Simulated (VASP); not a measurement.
Crystal: TiPt3.

```
Pt Ti
1.0
     3.89700    0.00000    0.00000
     0.00000    3.89700    0.00000
     0.00000    0.00000    3.89700
Pt Ti
3 1
Direct
  0.50000 0.50000 0.00000
  0.50000 0.00000 0.50000
  0.00000 0.50000 0.50000
  0.00000 0.00000 0.00000
```

* Program: VASP 6.6.1
* Task: single point
* Functional: PBEsol
* Potentials or basis: VASP PAW PBE potentials, release 64 (Pt, Ti_sv)
* Cutoff: 520 eV
* k mesh: 7 × 7 × 7
* Occupations: fermi-dirac, width 0.05 eV
* Spin: no spin polarisation

On this cell: pressure 0.2 GPa; largest force zero by symmetry; band gap on the k mesh none (metal or under the smearing width).

The same run follows on a disturbed copy (atoms moved at random, drawn with an rms of 0.05 Å):

```
Pt Ti
1.0
     3.89700    0.00000    0.00000
     0.00000    3.89700    0.00000
     0.00000    0.00000    3.89700
Pt Ti
3 1
Direct
  0.49329 0.49556 0.01067
  0.50381 0.99229 0.48674
  0.00851 0.50969 0.50900
  0.98699 0.00532 0.00448
```

Problem. What changes?

Solution. The energy (extrapolated to zero smearing) moves by +18.6 meV/atom; pressure 1.2 GPa; largest force 0.993 eV/Å; band gap on the k mesh none (metal or under the smearing width).

Forces in eV/Å, atoms in the order of the input:
```
Pt   0.353 -0.039 -0.729
Pt   0.015  0.618  0.777
Pt  -0.625 -0.491  0.034
Ti   0.257 -0.088 -0.082
```

Stress tensor (GPa, compression positive):
```
 0.94  0.06 -0.20
 0.06  1.33  0.06
-0.20  0.06  1.22
```

Caveats: the PAW data sets were made with another functional, which shifts forces and pressure a little.
